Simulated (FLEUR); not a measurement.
**Ni: equation of state with LDA**

Ni:

```xyz
1
Lattice="0.0000 1.7376 1.7376 1.7376 0.0000 1.7376 1.7376 1.7376 0.0000" Properties=species:S:1:pos:R:3 pbc="T T T"
Ni    0.0000    0.0000    0.0000
```

```yaml
Program: FLEUR MaX-R8.1 (later development tree)
Task: equation of state
Functional: LDA
Potentials_or_basis: all-electron
Basis: FLAPW
Kmax: 4.64 1/bohr
k_mesh: 13 × 13 × 13
Occupations: fermi-dirac, width 0.05 eV
Spin: collinear spin, program default start
Gmax: 14.4 1/bohr
Muffin-tin_radii: Ni 2.11 bohr
lmax: Ni 9
Local_orbitals_a_species: Ni 5
```

```yaml
Equilibrium_volume: 10.03 Å³/atom
Bulk_modulus: 258 GPa
Pressure_derivative_of_the_bulk_modulus: "5.0 (rough: it moves with the points fitted)"
```

Energy against volume, from the lowest point:
```csv
volume (Å³/atom),energy (meV/atom)
9.862,2.04
10.072,0.00
10.492,15.69
10.912,52.96
11.122,78.08
```
